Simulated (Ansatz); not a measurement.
Al:

```xyz
1
Lattice="0.0000 2.0248 2.0248 2.0248 0.0000 2.0248 2.0248 2.0248 0.0000" Properties=species:S:1:pos:R:3 pbc="T T T"
Al    0.0000    0.0000    0.0000
```

```yaml
Program: Ansatz 0.2.0
Task: relaxation of cell and atoms
Functional: revPBE
Dispersion: D3(BJ)
Potentials_or_basis: Ansatz PAW
Cutoff: "420 eV (not typed: the program's choice for these potentials)"
k_mesh: 11 × 11 × 11
Occupations: fermi-dirac, width 0.05 eV
Spin: no spin polarisation
```

At the start: volume 16.60 Å³/atom.

Q: How do energy, volume and symmetry change on relaxing?

A: It ends after 5 steps and the volume is 15.46 Å³/atom (-6.9 %); space group Fm-3m (No. 225, to 0.05 Å).

The path:
```tsv
step	energy change (eV)	largest force (eV/Å)	volume (Å³)
1	0.0000	0.0000	16.60
2	-0.0214	0.0000	15.24
3	-0.0222	0.0000	15.48
4	-0.0222	0.0000	15.46
5	-0.0218	0.0000	15.46
```

Final structure:
```
Al
1.0
     0.00000    1.97712    1.97712
     1.97712    0.00000    1.97712
     1.97712    1.97712    0.00000
Al
1
Direct
  0.00000 0.00000 0.00000
```

The cell as given is a measured one (16.60 Å³/atom); revPBE+D3(BJ) puts the equilibrium volume -6.9 % from it, thermal expansion not counted.

Caveat: the plane-wave basis is chosen anew once the cell has moved, so the energies of steps on either side of that aren't comparable; pairwise dispersion overbinds metals, which lowers pressure and volume; the PAW data sets come from PBE, with cores solved anew for the run's functional, which leaves a small shift of forces and pressure.
